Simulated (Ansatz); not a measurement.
Pd: phonons with PBE

The system is Pd.

```
Pd
1.0
     2.78367    0.00000    0.00000
    -1.39183    2.41072    0.00000
     0.00000    0.00000    4.62889
Pd
2
Cartesian
  0.0000 1.6071 1.1572
  1.3918 0.8036 3.4717
```

This isn't the form of Pd at room conditions, which is fcc.

* Program: Ansatz 0.2.0
* Task: phonons
* Functional: PBE
* Potentials or basis: Ansatz PAW
* Cutoff: 420 eV (not typed: the program's choice for these potentials)
* k mesh: 8 × 8 × 5
* Occupations: fermi-dirac, width 0.05 eV
* Spin: no spin polarisation

```json
{
  "Band gap on the k mesh": "none (metal or under the smearing width)",
  "Highest phonon frequency at Γ": "208 cm⁻¹"
}
```

Levels at points of the mesh, in eV from the Fermi level:
```tsv
k point	band 14	band 15	band 16	band 17	band 18	band 19	band 20	band 21	band 22
(0.00, 0.00, 0.00)	-2.24	-2.24	-1.58	-1.58	-0.24	-0.24	0.94	6.61	16.89
(0.00, -0.50, 0.00)	-2.01	-1.65	-0.03	0.01	0.15	2.50	4.36	9.34	9.68
(-0.50, 0.00, 0.00)	-2.01	-1.65	-0.03	0.01	0.15	2.50	4.36	9.34	9.68
```

Phonon frequencies in cm⁻¹ (negative: imaginary):
```tsv
q point	frequencies
(0.000, 0.000, 0.000)	0 0 0 72 72 208
```

It took 5.3 s on 2 threads of Arm Neoverse V2, with other jobs on the host, peak memory 0.41 GiB.
